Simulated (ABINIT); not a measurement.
A run of ABINIT 10.8.3 (patched build) is set up as follows.

Contents of run.abi:

```
pp_dirpath "./"
pseudos "Zn.GGA_PBE-JTH.xml, O.GGA_PBE-JTH.xml"

acell 3.249308 3.249308 5.205709 Angstrom
rprim
     1.0000000000     0.0000000000     0.0000000000
    -0.5000000000     0.8660254038     0.0000000000
     0.0000000000     0.0000000000     1.0000000000
ntypat 2
znucl 30 8
natom 4
typat 1 1 2 2
xred
     0.6666666667     0.3333333333     0.0000000000
     0.3333333333     0.6666666667     0.5000000000
     0.3333333333     0.6666666667     0.8790100000
     0.6666666667     0.3333333333     0.3790100000

ecut 28.0
pawecutdg 50.0

kptopt 1
ngkpt 7 7 4
nshiftk 1
shiftk 0.0 0.0 0.0

ixc -497498
usekden 1
pawxcdev 0

nband 22
occopt 3
tsmear 0.00183747

nstep 100
tolvrs 1.0e-7

iomode 3
prtwf 0
prtden 0
prteig 0
prtebands 0
enunit 1
```

Potentials or basis: JTH PAW PBE v2.0.

Run with:

```sh
$ mpirun --bind-to none -np 4 abinit run.abi > log 2>&1
```

(1) What does it give for the largest force?

(2) Predict the band gap on the k mesh.

## Answers

(1) 0.073 eV/Å.

(2) 1.21 eV, direct.

Caveat: the PAW data sets were made with another functional, which shifts forces and pressure a little.

**What was measured.**

“Electronic structure of alkaline earth and post-transition metal oxides”, 2009, arxiv:0908.1581 quotes, for a bulk crystal of ZnO: band gap 3.37 eV.

Measured gap of ZnO: 3.37 eV (quoted in “Electronic structure of alkaline earth and post-transition metal oxides”, 2009, arxiv:0908.1581). This calculation gives 1.21 eV (-2.16 eV). So large a miss can be the level of theory's own, or it may mean another phase, state or a wrong row. The value is that of r2SCAN, without temperature or zero-point motion.
